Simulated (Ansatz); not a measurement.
Sb₂Te₃ in space group R-3m (No. 166; Sb on 6c, Te on 3a, Te on 6c), PBE in the plane-wave PAW code Ansatz. The conduction-band minimum lies at Γ, with 1 equivalent valley. Second derivatives d²E/dk² of the lowest band at one valley (eV·Å²), along Cartesian directions:

```
direction  d²E/dk²
---------  -------
[100]        97.20
[010]        97.20
[001]        66.99
[110]        97.20
[101]        82.04
[011]        82.00
```

### Question
Find the principal effective masses, the density-of-states mass and the conductivity mass.

### Answer
Off-diagonal terms follow from H_xy = H[110] − (H_xx + H_yy)/2, and m*/mₑ = 7.620 eV·Å² over each eigenvalue: 0.078, 0.078, 0.11. One valley's DOS mass (m₁m₂m₃)^(1/3) = 0.089, conductivity mass 3/(Σ 1/mᵢ) = 0.087 mₑ.

### Question
What effective density of states Nc follows at 300 K for parabolic valleys?

### Answer
Nc = 2.509e19 × 1 × (0.089)^(3/2) ≈ 6.7e17 cm⁻³.

Symmetry was held in the PBE relaxation. Spin–orbit coupling is left out wherever it is not named.

Potentials: the later of the program's two PAW sets.

Edges and masses are those of Kohn–Sham bands, whose gap is no quasiparticle gap.
